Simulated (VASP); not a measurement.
Write the native input for VASP 6.6.1 that does the following.

```
Task                   : electrostatic potential
Functional             : PBE
Potentials or basis    : VASP PAW PBE potentials, release 64 (Fe, Al)
Cutoff                 : 520 eV
k mesh                 : 14 × 14 × 14
Occupations            : methfessel-paxton, width 0.1 eV
Spin                   : no spin polarisation
Further INCAR settings : ALGO = Normal; EDIFF = 1e-06
```

The structure of AlFe lies in POSCAR:

```
AlFe                                    
1.0
    2.8682416790      0.0000000000      0.0000000000
   -0.0000000000      2.8682416790     -0.0000000000
    0.0000000000     -0.0000000000      2.8682416790
  Fe              Al            
     1     1
Direct
     0.0000000000000000    0.0000000000000000    0.0000000000000000
     0.5000000000000000    0.5000000000000000    0.5000000000000000
```

The cell was built by a generator and needn't be a form met in nature.

The input as run:

INCAR

```
PREC = Accurate
ENCUT = 520
EDIFF = 1E-6
ISMEAR = 1
SIGMA = 0.1
LREAL = False
LASPH = True
NELM = 100
ALGO = Normal
ISIF = 2
LWAVE = False
LCHARG = True
GGA = PE
LVHAR = True
```

KPOINTS

```
Automatic mesh
0
Gamma
  14 14 14
```

Potentials or basis: VASP PAW PBE potentials, release 64 (Fe, Al).

Command:

```sh
$ cat potpaw_PBE.64/Fe/POTCAR potpaw_PBE.64/Al/POTCAR > POTCAR
$ mpirun -np 1 vasp_std > vasp.out
```

It gave:

| Property | Result |
| --- | --- |
| Pressure | 0.1 GPa |
| Band gap on the k mesh | none (metal or under the smearing width) |

It took 20 s on 1 thread of AMD EPYC 7R13 Processor (Zen 3) (shared host), peak memory 0.13 GiB.
